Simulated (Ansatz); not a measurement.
# Ba in Ansatz: the effect of functional

Crystal: Ba.

```
CELL_PARAMETERS angstrom
-2.50650 2.50650 2.50650
2.50650 -2.50650 2.50650
2.50650 2.50650 -2.50650
ATOMIC_POSITIONS crystal
Ba 0.00000 0.00000 0.00000
```

Alike in all runs:

```yaml
Program: Ansatz 0.2.0
Task: band structure
Potentials_or_basis: Ansatz PAW
k_mesh: 4 × 4 × 4
Occupations: fermi-dirac, width 0.05 eV
Spin: no spin polarisation
```

| functional | cutoff | pressure (GPa) |
| --- | --- | --- |
| LDA | 420 eV (not typed: the program's choice for these potentials) | ? |
| PBE | 420 eV (not typed: the program's choice for these potentials) | 0.3 |
| PBEsol | 420 eV (not typed: the program's choice for these potentials) | -0.4 |
| RPBE | 420 eV (not typed: the program's choice for these potentials) | 1.0 |
| revPBE | 420 eV (not typed: the program's choice for these potentials) | 0.8 |
| BLYP | 420 eV (not typed: the program's choice for these potentials) | 0.7 |
| r2SCAN | 500 eV (not typed: the program's choice for these potentials) | 0.7 |

**Question.** What does the run with functional LDA give?

**Answer.** Pressure -1.1 GPa.

Caveats: all runs use coarse meshes; the PAW data sets come from PBE, with cores solved anew for the run's functional, which leaves a small shift of forces and pressure (some runs).
